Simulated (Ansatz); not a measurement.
# BN: the cost of one run

Method: DFT PBEsol, scalar-relativistic, plane waves, PAW, in Ansatz 0.2.0.

### Step 1. The system as given

Symmetry: P6_3mc, No. 186, hexagonal system. The conventional cell has a = 2.564 Å, b = 2.564 Å, c = 4.187 Å, α = 90.00°, β = 90.00°, γ = 120.00°. B (site symmetry 3m) has 4 N at 1.57 Å as nearest neighbours. Around N (site symmetry 3m) lie 4 B at 1.57 Å.

Coordinates:

```xyz
4
Lattice="2.5640 0.0000 0.0000 -1.2820 2.2205 0.0000 0.0000 0.0000 4.1869" Properties=species:S:1:pos:R:3 pbc="T T T"
B     0.0000    0.0000    0.0000
N     0.0000    0.0000    1.5701
B     0.0000    1.4803    2.0935
N     0.0000    1.4803    3.6636
```

The cell was made up by rule, so the compound may not exist in this form.

(A quick probe on a coarse mesh, which set the mesh and smearing, is not shown.)

### Step 3. Relaxing cell and atoms

input.yaml reads:

```yaml
crystal:
  lattice:
    - [2.563971, 0.0, 0.0]
    - [-1.281985, 2.220464, 0.0]
    - [0.0, 0.0, 4.186946]
  atoms:
    - { symbol: B, position: [0.0, 0.0, 0.0] }
    - { symbol: "N", position: [0.0, 0.0, 0.375] }
    - { symbol: B, position: [0.33333333, 0.66666667, 0.5] }
    - { symbol: "N", position: [0.33333333, 0.66666667, 0.875] }
basis:
  ecutwfc: 420
kpoints:
  mp_grid: { grid: [12, 12, 6] }
hamiltonian:
  xc: pbesol
scf:
  occupations: { method: gaussian, width: 0.02 }
output:
  forces: true
  stress: true
  eigenvalues: true
  write_density: true
  write_potential: true
  elf: true
  volumetric_format: npy
relax:
  adjacent_minimum: "off"
  f_tol: 0.005
  max_steps: 80
  cell: { stress_tol: 0.05 }
```

On the command line:

```console
$ ansatz run input.yaml --threads 1 --pin off --max-ram 2560MiB --backend cpu --events-out ev --progress --plain --runs-dir out
```

What time and memory should one allow on 1 thread of Arm Neoverse V2, shared host?

About 16 s, with a peak of 0.31 GiB.
